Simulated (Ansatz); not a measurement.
Crystal: CdO (Monteponite).

```
Cd O
1.0
     0.00000    2.34950    2.34950
     2.34950    0.00000    2.34950
     2.34950    2.34950    0.00000
Cd O
1 1
Direct
  0.00000 0.00000 0.00000
  0.50000 0.50000 0.50000
```

- Program: Ansatz 0.2.0
- Task: relaxation of cell and atoms
- Functional: RPBE
- Dispersion: D3(BJ)
- Potentials or basis: all-electron LAPW, scalar-relativistic
- Basis error allowed: 0.001 eV/atom
- k mesh: 10 × 10 × 10
- Occupations: fermi-dirac, width 0.02 eV
- Spin: collinear spin, random start
- Starting moments: [-0.23, 0.0] μB

At the start: volume 12.97 Å³/atom.

Question: Where does the relaxation end?

Answer: Over 5 steps the energy falls by 33.2 meV/atom and the volume is 12.05 Å³/atom (-7.1 %); space group Fm-3m (No. 225, to 0.05 Å); moment 0.00 μB per cell.

The path:
```csv
step,energy change (eV),largest force (eV/Å),volume (Å³)
1,0.0000,0.0000,25.94
2,-0.0625,0.0000,23.69
3,-0.0664,0.0000,24.16
4,-0.0665,0.0000,24.10
5,-0.0665,0.0000,24.10
```

Final structure:
```yaml
crystal:
  lattice:
    - [0.00000, 2.29266, 2.29266]
    - [2.29266, 0.00000, 2.29266]
    - [2.29266, 2.29266, 0.00000]
  atoms:
    - { symbol: Cd, position: [0.00000, 0.00000, 0.00000] }
    - { symbol: O, position: [0.50000, 0.50000, 0.50000] }
```

Caveat: the starting moments weren't kept.
